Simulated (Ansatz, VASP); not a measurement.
# One calculation of ZnO, two programs

```
CELL_PARAMETERS angstrom
3.27962 0.00000 0.00000
-1.63981 2.84023 0.00000
0.00000 0.00000 5.28876
ATOMIC_POSITIONS crystal
Zn 0.66667 0.33333 0.50030
Zn 0.33333 0.66667 0.00030
O 0.66667 0.33333 0.88001
O 0.33333 0.66667 0.38001
```

Alike in both runs: task relaxation of cell and atoms; functional PBE; k mesh 9 × 9 × 6; occupations gaussian, width 0.02 eV; no spin polarisation.

```csv
,VASP,Ansatz
version,VASP 6.6.1,Ansatz 0.2.0
potentials or method,"VASP PAW PBE potentials, release 64 (Zn, O)","scalar-relativistic, plane waves, PAW"
plane-wave cutoff (eV),600,420
valence electrons in the cell,36,36
```

```csv
,VASP,Ansatz,Ansatz less VASP
"gap on the k mesh at the Fermi level, each at its own relaxed structure (eV)",0.72,0.74,+0.022
relaxed volume (Å³/atom),12.39,12.33,-0.066
relaxed cell length with the largest relative difference (Å),3.287,3.280,-0.0069
```

PBE gaps usually lie below the measured ones, often by a third to a half.
